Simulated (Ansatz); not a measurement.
# Ge: single point, part 2 of 2

The task, for Ge: 2 runs in a chain (single point).

Ansatz 0.2.0; DFT PBE0, scalar-relativistic, plane waves, PAW, and further levels as typed in the inputs. Earlier steps stand in the parts before.

## 3. Single point: HSE06

It takes the final geometry of step 2.

input.yaml reads:

```yaml
crystal:
  lattice:
    - [0.0, 2.829, 2.829]
    - [2.829, 0.0, 2.829]
    - [2.829, 2.829, 0.0]
  atoms:
    - { symbol: Ge, position: [0.0, 0.0, 0.0] }
    - { symbol: Ge, position: [0.25, 0.25, 0.25] }
scf:
  occupations: { method: fixed }
  n_extra_bands: 4
output:
  eigenvalues: true
kpoints:
  mp_grid: { grid: [6, 6, 6] }
hamiltonian:
  xc: hse06
```

Started as:

```sh
$ ansatz run input.yaml --threads 2 --pin off --max-ram 6144MiB --backend cpu --events-out ev --progress --plain --runs-dir out
```

The program printed:

```text
Warning: RAYON_NUM_THREADS=2 ignored (pool sized by the plan → 2); use --threads N
scf.n_extra_bands = 4 over 14 filled bands (N_el = 28.0): the run solves 18 bands
Engine: ansatz 0.2.0, aarch64-unknown-linux-gnu
Pseudopotentials: kind: paw
Pseudopotential: Ge, paw, valence charge 14, recommended cutoff 420 eV (normal), Ge.paw.azcp
Functional definition: HSE06
  parameter a = 0.25
  parameter omega = 0.11/bohr
  exchange = pbe_x - a*pbe_x_sr(omega) + a*exact_x_sr(omega)
  correlation = pbe_c
davidson cushion auto → on  (no smearing: the cushion is to keep the highest requested band from converging to the state above it; pin scf.eigensolver.cushion to override)
Crystal: 2 atoms, lattice volume = 45.282 Å³
Basis set: ecut = 420 eV, 893 PW (Γ)
Bands: 18, of which v1, the nominal top of the filled ones, is band 14 counted from 1 (13 counted from 0)
Symmetry: 48 space group operations
Space group: Fd-3m (ITA 227), of the structure as read, at distance tolerance 3.6e-5 Å
k-points: 16 of 216
Non-local potential: Ge, projectors of the file, l = 0: 2, l = 1: 2, l = 2: 3, l = 3: 1
PAW form: soft (Blöchl's): semilocal exchange-correlation on the pseudo side does not see the compensation charge
PAW frozen core: Ge, regenerated for the run's functional, and the local potential with it (the file was generated under x = pbe(κ = 0.804, μ = 0.2195149727645171), c = pbe(β = 0.06672455060314922))
PAW one-centre angular grid: Ge, 590 points (default); XC on 64 Gauss nodes
Initial density: superposition of atomic densities (neutral atoms: chi_scale 0, normalization atom), corrected by the library's trained network
Initial wavefunctions: pseudopotential atomic-orbital guess
Functional: x = pbe(κ = 0.804, μ = 0.2195149727645171), c = pbe(β = 0.06672455060314922), warm-up for x = pbe(κ = 0.804, μ = 0.2195149727645171) + 0.25 (exact − pbe) at short range (hse, ω = 0.20786987370883472 Å⁻¹), c = pbe(β = 0.06672455060314922); HSE06 as pw.x's `hse` composes it (authors' and Libxc's form: `xc: wpbeh`)
SCF iter   1: F=—  HF=-8589.896385 eV  |F-HF|=—  |Δ(HF+E_count)|=         —  Δρ=5.43e-4  dr2=1.73e-4  ethr=1.77e-3  ⟨swp⟩=5.8  Hψ=1137  notcnv=0
preconditioner: auto → none  [insulator: Δε(μ)=0.037 eV  Ē_g=23.426 eV  n_scr=14 (ndim 8)  ℏωp=29.2 eV  f_vac=0.080]
SCF iter   2: F=—  HF=-8589.896764 eV  |F-HF|=—  |Δ(HF+E_count)|=   3.79e-4  Δρ=2.72e-4  dr2=3.29e-5  ethr=6.20e-7  ⟨swp⟩=4.4  Hψ=1010  notcnv=0
iter 3 solved again at ethr=6.23e-9 eV; its pass at ethr=1.17e-7 eV (dr2=1.74e-6 eV) is discarded
SCF iter   3: F=—  HF=-8589.896828 eV  |F-HF|=—  |Δ(HF+E_count)|=   6.35e-5  Δρ=7.89e-5  dr2=1.85e-6  ethr=6.23e-9  ⟨swp⟩=3.0  Hψ=1534  notcnv=0
SCF iter   4: F=—  HF=-8589.896831 eV  |F-HF|=—  |Δ(HF+E_count)|=   3.08e-6  Δρ=2.15e-5  dr2=1.21e-7  ethr=6.23e-9  ⟨swp⟩=3.4  Hψ=934  notcnv=0
SCF iter   5: F=-8589.896831 eV  HF=-8589.896831 eV  |F-HF|=4.35e-9  |Δ(HF+E_count)|=   5.53e-7  Δρ=2.27e-6  dr2=1.29e-9  ethr=4.33e-10  ⟨swp⟩=4.1  Hψ=802  notcnv=0
SCF 1 converged in 5 iterations: F = -8589.896831 eV  dr2 = 1.29e-9
Initial density: handed on by an earlier stage of this run
Initial wavefunctions: those handed on with the density
Functional: x = pbe(κ = 0.804, μ = 0.2195149727645171) + 0.25 (exact − pbe) at short range (hse, ω = 0.20786987370883472 Å⁻¹), c = pbe(β = 0.06672455060314922); HSE06 as pw.x's `hse` composes it (authors' and Libxc's form: `xc: wpbeh`)
Exchange kernel: α = 0.2500, screened, ω = 0.2079 Å⁻¹, Wigner–Seitz truncation, v(0) = 1046.6347 eV·Å³, q-mesh 6×6×6, nearest image of the exchange supercell L = 24.00 Å, pair-density grid 20×20×20, without the augmentation charges, whose exchange is taken in its separable form by FFT convolution over the k-point mesh (sized by the pseudopotential files, 24×24×24 at the most), smooth part of the exact exchange by density-matrix convolution
Frozen-core exchange: fock
iter 1 solved again at ethr=4.69e-5 eV; its pass at ethr=1.00e-1 eV (dr2=1.31e-2 eV) is discarded
SCF iter   1: F=—  HF=-8591.683874 eV  |F-HF|=—  |Δ(HF+E_count)|=         —  Δρ=1.23e-2  dr2=2.23e-2  ethr=4.69e-5  ⟨swp⟩=4.2  Hψ=1798  notcnv=0
eigensolver tolerance schedule calibrated: the retry pair's looser diagonalisation under-reported the residual by θ = 0.35 (0.11/decade); ethr = c·dr2/N_el runs at the constant in force after the calibration composes with the one it found (an armed cap, an earlier calibration), c = 8.9e-2
preconditioner: auto → none  [insulator: Δε(μ)=0.735 eV  Ē_g=26.833 eV  n_scr=14 (ndim 8)  ℏωp=29.2 eV  f_vac=0.071]
SCF iter   2: F=—  HF=-8591.665092 eV  |F-HF|=—  |Δ(HF+E_count)|=   1.88e-2  Δρ=3.30e-3  dr2=2.22e-3  ethr=4.69e-5  ⟨swp⟩=3.0  Hψ=926  notcnv=0
SCF iter   3: F=—  HF=-8591.673403 eV  |F-HF|=—  |Δ(HF+E_count)|=   8.31e-3  Δρ=2.72e-3  dr2=9.39e-4  ethr=4.87e-6  ⟨swp⟩=3.9  Hψ=952  notcnv=0
SCF iter   4: F=—  HF=-8591.673245 eV  |F-HF|=—  |Δ(HF+E_count)|=   1.58e-4  Δρ=1.02e-3  dr2=1.61e-4  ethr=2.90e-6  ⟨swp⟩=2.0  Hψ=640  notcnv=0
SCF iter   5: F=—  HF=-8591.673238 eV  |F-HF|=—  |Δ(HF+E_count)|=   6.84e-6  Δρ=3.20e-5  dr2=9.45e-6  ethr=4.17e-7  ⟨swp⟩=2.2  Hψ=643  notcnv=0
SCF iter   6: F=-8591.673345 eV  HF=-8591.673348 eV  |F-HF|=2.68e-6  |Δ(HF+E_count)|=   1.09e-4  Δρ=1.07e-4  dr2=1.94e-6  ethr=4.69e-10  ⟨swp⟩=5.1  Hψ=1281  notcnv=0
SCF 2 stopped early in 6 iterations: F = -8591.673345 eV  dr2 = 1.94e-6
hybrid outer 1: dexx = +9.749e-3 eV, tail = 6.38e-5 eV
Exchange kernel: α = 0.2500, screened, ω = 0.2079 Å⁻¹, Wigner–Seitz truncation, v(0) = 1046.6347 eV·Å³, q-mesh 6×6×6, nearest image of the exchange supercell L = 24.00 Å, pair-density grid 20×20×20, without the augmentation charges, whose exchange is taken in its separable form by FFT convolution over the k-point mesh (sized by the pseudopotential files, 24×24×24 at the most), smooth part of the exact exchange by density-matrix convolution
Frozen-core exchange: fock
SCF iter   1: F=—  HF=-8591.673820 eV  |F-HF|=—  |Δ(HF+E_count)|=         —  Δρ=1.02e-4  dr2=2.33e-6  ethr=1.14e-6  ⟨swp⟩=2.8  Hψ=665  notcnv=0
preconditioner: auto → none  [insulator: Δε(μ)=0.806 eV  Ē_g=26.619 eV  n_scr=14 (ndim 8)  ℏωp=29.2 eV  f_vac=0.071]
iter 2 solved again at ethr=2.27e-10 eV; its pass at ethr=6.06e-9 eV (dr2=6.35e-8 eV) is discarded
SCF iter   2: F=—  HF=-8591.673820 eV  |F-HF|=—  |Δ(HF+E_count)|=   2.66e-7  Δρ=1.50e-5  dr2=1.63e-7  ethr=2.27e-10  ⟨swp⟩=2.1  Hψ=1612  notcnv=0
SCF iter   3: F=-8591.673821 eV  HF=-8591.673821 eV  |F-HF|=3.97e-9  |Δ(HF+E_count)|=   7.06e-7  Δρ=5.44e-6  dr2=8.50e-9  ethr=2.25e-10  ⟨swp⟩=4.1  Hψ=900  notcnv=0
SCF 3 converged in 3 iterations: F = -8591.673821 eV  dr2 = 8.50e-9
hybrid outer 2: dexx = +8.728e-7 eV, tail = 4.41e-8 eV, Δε = 4.38e-3 eV (about 1.89e-4 eV left of the loop's levels)
hybrid SCF converged: 2 outer / 9 inner (+5 warm-up), last move |dexx| = 8.73e-7 eV, tail = 4.41e-8 eV
Stability not checked: this state was not tested for a lower state beside it, because the functional holds exact exchange (a hybrid, or Hartree-Fock), whose exchange loop this test does not read (fock_operator; see scf.lower_state_search)
Free energy (F): -8591.673821 eV
Frozen-core exchange: fock
Harris-Foulkes:  -8591.673821 eV  (|F-HF|=3.97e-9)
Internal energy: -8591.673821 eV  (E = F + TS)
E sigma→0 (E₀):  -8591.673821 eV
Fermi energy:    8.257672 eV
--- Per-component energies (eV) ---
  E_band       = -374.174854
  E_kinetic    = 221.331790
  E_local      = -4945.880604  (includes V_loc(G=0)·N_el)
  E_nonlocal   = 839.477149
  E_hartree    = 2174.912081
  E_xc         = -121.695099
  E_vxc        = -103.865678  (∫ρ·V_xc dr)
  E_exx        = -109.045451  (= α·E_x^exact, valence–valence)
  E_paw        = -3962.994436  (= ΣΔE_a)
  E_vpaw       = -516.970367  (= ΣTr[D̂ρ^β])
  E_aug_tail   = 0.000717  (compensation charges beyond the density's cutoff)
  E_ewald      = -2687.049221
  E_core_change = -0.730747  (= ΣΔE_core)
  E_smearing   = -0.000000  (= −TS)
  E_closure    = 0.000000  (closes the sum)
  Σ components = -8591.673821   (vs F -8591.673821, Δ=0.00e0)
--- Band table (eV; the first three rows and the last of 16) ---
  k-point 0: bands = ["-19.6910", "-19.6910", "-19.6910", "-19.6530", "-19.6530", "-19.4454", "-19.4454", "-19.4454", "-19.4278", "-19.4278", "-5.7932", "8.2577", "8.2577", "8.2577", "9.1238", "11.4674", "11.4674", "11.4674"]
  k-point 1: bands = ["-19.7029", "-19.7029", "-19.6868", "-19.6357", "-19.6357", "-19.4603", "-19.4603", "-19.4501", "-19.4159", "-19.4159", "-5.4198", "4.9804", "7.7093", "7.7093", "9.9086", "12.2008", "12.2008", "13.2124"]
  k-point 2: bands = ["-19.7135", "-19.7135", "-19.6783", "-19.6165", "-19.6165", "-19.4733", "-19.4733", "-19.4596", "-19.4068", "-19.4068", "-4.3814", "1.6667", "7.0005", "7.0005", "9.3083", "12.7548", "12.7548", "16.2559"]
  k-point 15: bands = ["-19.7365", "-19.7365", "-19.6093", "-19.6093", "-19.5418", "-19.5418", "-19.5057", "-19.5057", "-19.3807", "-19.3807", "-1.3683", "-1.3683", "4.2040", "4.2040", "11.6074", "11.6074", "15.7717", "15.7717"]
```

Run time: 9.3 s. Hardware: 2 threads of Arm Neoverse V2, shared host; peak memory 1.2 GiB.

## 4. The runs side by side

What follows sums up all 2 parts.

| step | level | volume (Å³/atom) | pressure (GPa) | energy (eV) | gap on the mesh (eV) | time |
| --- | --- | --- | --- | --- | --- | --- |
| 2 | PBE0 | 22.64 | n/a | -8591.666 | 1.40 | 9.4 s |
| 3 | HSE06 | 22.64 | n/a | -8591.674 | 0.81 | 9.3 s |

Totals of different systems or levels have different zeros; only balanced differences at one level mean anything.

What this shows: A measured gap of Ge is 0.666 eV (indirect; 293 K; “Electronic and optical properties of SixGe1-x-ySny alloys lattice-matched to Ge”, 2021, arxiv:2109.02782); the calculated 0.81 eV misses it by +0.14 eV. 3 values of this kind are on record (0.666 to 0.807 eV); this one was drawn at random among those near their median. It is a Kohn-Sham gap, without temperature or zero-point motion.
